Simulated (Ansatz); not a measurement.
Runs of Ansatz 0.2.0 on BN. Symmetry: F-43m, No. 216, cubic system. Conventional cell: a = 3.626 Å, b = 3.626 Å, c = 3.626 Å, α = 90.00°, β = 90.00°, γ = 90.00°. Around N (site symmetry -43m) lie 4 B at 1.57 Å. B (site symmetry -43m) has 4 N at 1.57 Å as nearest neighbours. The cell is a database's computed one.

```csv
task,level,potentials or basis,cell,cutoff (eV),smearing,basis error allowed,gap on the mesh (eV),pressure (GPa),relaxed volume (Å³/atom)
relaxation of cell and atoms,RPBE,"all-electron LAPW, scalar-relativistic",relaxed,-,fermi-dirac 0.05 eV,0.001 eV/atom,4.55,0.0,6.05
Born charges and dielectric tensor,LDA,all-electron PAW datasets made for the crystal,as given,580,fixed,-,(a),-,-
relaxation of cell and atoms,BLYP+D4,"all-electron LAPW, scalar-relativistic",relaxed,-,fermi-dirac 0.05 eV,0.001 eV/atom,4.94,0.0,5.88
relaxation of cell and atoms,BLYP+D3(BJ),"all-electron LAPW, scalar-relativistic",relaxed,-,fermi-dirac 0.05 eV,0.001 eV/atom,4.94,0.0,5.89
band structure,RPBE,"all-electron LAPW, scalar-relativistic",as given,445,fermi-dirac 0.05 eV,0.001 eV/atom,4.57,(b),-
```

Alike in all rows: no spin polarisation; k mesh 13 × 13 × 13.

Q: Estimate the missing entries.

A: (a) 4.42; (b) 5.4.

Caveats: an odd mesh through Γ misses points on the zone boundary, where band edges often lie (some runs); the program warned that the printed levels may be off, so bands, gaps and densities of states are rough (some runs).

The runs don't all hold the same shells in valence.

Runs at the PBE level aren't shown here.
